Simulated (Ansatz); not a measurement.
# Ge: the cost of one run

Program: Ansatz 0.2.0. Level of theory: DFT PBEsol, scalar-relativistic, plane waves, PAW. These are calculated values, not measurements.

**1. The system as given**

The structure is orthorhombic, space group Cmcm (No. 63). The conventional cell has a = 2.976 Å, b = 5.189 Å, c = 4.728 Å, α = 90.00°, β = 90.00°, γ = 90.00°. Ge (site symmetry m2m) has 12 Ge at 2.92 to 2.99 Å as nearest neighbours.

Coordinates:

```xyz
2
Lattice="1.4881 -2.5947 0.0000 1.4881 2.5947 0.0000 0.0000 0.0000 4.7276" Properties=species:S:1:pos:R:3 pbc="T T T"
Ge    1.4881   -0.8643    1.1819
Ge    1.4881    0.8643    3.5457
```

The structure comes from the Materials Project (structure only).

**2. A change within a subgroup**

Against the listed cell: strain xx, yy, zz, yz, xz, xy = -1.6, -0.3, -0.4, +0.0, -1.0, +0.0 %; atoms moved by 0.25 Å root mean square, at most 0.25 Å.

input.yaml

```yaml
crystal:
  lattice:
    - [1.4642291977, -2.5859973998, -0.0148805293]
    - [1.4642291977, 2.5859973998, -0.0148805293]
    - [-0.0472759579, 0.0, 4.7080708194]
  atoms:
    - { symbol: Ge, position: [0.7147286891, 0.2852713109, 0.25] }
    - { symbol: Ge, position: [0.2852713109, 0.7147286891, 0.75] }
basis:
  ecutwfc: 420
kpoints:
  mp_grid: { grid: [14, 14, 8] }
hamiltonian:
  xc: pbesol
scf:
  occupations: { method: gaussian, width: 0.1 }
output:
  forces: true
  stress: true
  eigenvalues: true
```

Launch:

```console
> ansatz run input.yaml --threads 1 --pin off --max-ram 1331MiB --backend cpu --events-out ev --progress --plain --runs-dir out
```

**Question.** How long does this run take on 1 thread of an x86-64 CPU, shared host, and how much memory does it need?

About 21 s, with a peak of 0.51 GiB.
